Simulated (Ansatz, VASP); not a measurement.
**One calculation of WC, two programs**

```
W C
1.0
     0.00000    1.96293    1.96293
     1.96293    0.00000    1.96293
     1.96293    1.96293    0.00000
W C
1 1
Direct
  0.00000 0.00000 0.00000
  0.50000 0.50000 0.50000
```

Change from the starting cell: volume scaled by 0.72, LAPW.

Alike in both runs: task single point; functional PBE; k mesh 15 × 15 × 15; occupations fermi-dirac, width 0.08 eV; no spin polarisation.

```csv
,VASP,Ansatz
version,VASP 6.6.1,Ansatz 0.2.0
potentials or method,"VASP PAW PBE potentials, release 64 (W_sv, C), cutoff 520 eV","all-electron LAPW, scalar-relativistic"
```

|  | VASP | Ansatz | Ansatz less VASP |
| --- | --- | --- | --- |
| pressure (GPa) | 245.0 | 239.8 | -5.19 |

Ansatz ran all-electron here, so the differences hold the error of VASP's frozen core and of both bases.

Caveats: the cell as given lies far from equilibrium; so large a pressure means that the cell lies far from this level's equilibrium, or that cutoff or potentials fall short (VASP). The runs have no spin-orbit coupling, so splittings on W are missing.
